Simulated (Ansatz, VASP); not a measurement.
# One calculation of BeTe, two programs

```xyz
2
Lattice="0.0000 2.8808 2.6592 2.8808 0.0000 2.6592 2.8808 2.8808 0.0000" Properties=species:S:1:pos:R:3 pbc="T T T"
Be    0.0000    0.0000    0.0000
Te    4.3212    4.3212    3.9888
```

Change from the starting cell: strain +0.040 along x and y, -0.040 along z, atoms carried along.

Alike in both runs: task single point; functional LDA; k mesh 8 × 8 × 8; occupations gaussian, width 0.05 eV; no spin polarisation.

```csv
,VASP,Ansatz
version,VASP 6.6.1,Ansatz 0.2.0
potentials or method,"VASP PAW LDA potentials, release 64 (Be, Te)","scalar-relativistic, plane waves, PAW"
plane-wave cutoff (eV),520,420
valence electrons in the cell,8,18
```

Ansatz gave:

* gap on the k mesh at the Fermi level (eV): 1.29
* least direct gap on the mesh (eV): 3.29
* pressure (GPa): -1.8
* largest component of the traceless stress (GPa): 2.82

Q: Which values does VASP return?

A: gap on the k mesh at the Fermi level (eV): 1.27; least direct gap on the mesh (eV): 3.26; pressure (GPa): -1.6; largest component of the traceless stress (GPa): 2.81.

The two sets of potentials don't hold the same shells in valence.

Caveats: spin-orbit coupling is left out, which moves the levels of the heavy elements. A k mesh can miss the band edges.
